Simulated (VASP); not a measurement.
Crystal: WS2.

```
W S
1.0
     0.00000    3.00794    3.00794
     3.00794    0.00000    3.00794
     3.00794    3.00794    0.00000
W S
1 2
Direct
  0.00000 0.00000 0.00000
  0.25000 0.25000 0.25000
  0.75000 0.75000 0.75000
```

Measurements of this composition are mostly on another form, of space group No. 194.

Base run:

| Quantity | Value |
| --- | --- |
| Program | VASP 6.6.1 |
| Functional | PBE |
| Potentials or basis | VASP PAW PBE potentials, release 64 (W_sv, S) |
| Cutoff | 520 eV |
| k mesh | 6 × 6 × 6 |
| Occupations | gaussian, width 0.05 eV |
| Spin | collinear spin, ferromagnetic start |
| Starting moments | [0.5, 0.0, 0.0] μB |
| Fixed moment | 0 μB |
| Hubbard terms | W d U = 4 eV |

Its results: pressure -6.5 GPa; net moment 0.00 μB per cell.

Task: The run is repeated on the same cell with these changes: fixed moment from 0 μB to none. What comes out?

Result: Pressure 0.8 GPa; net moment 1.97 μB per cell; site moments W +1.76; S -0.09 μB.

Caveats: the total moment is fixed, so each spin has its own Fermi level (some runs).
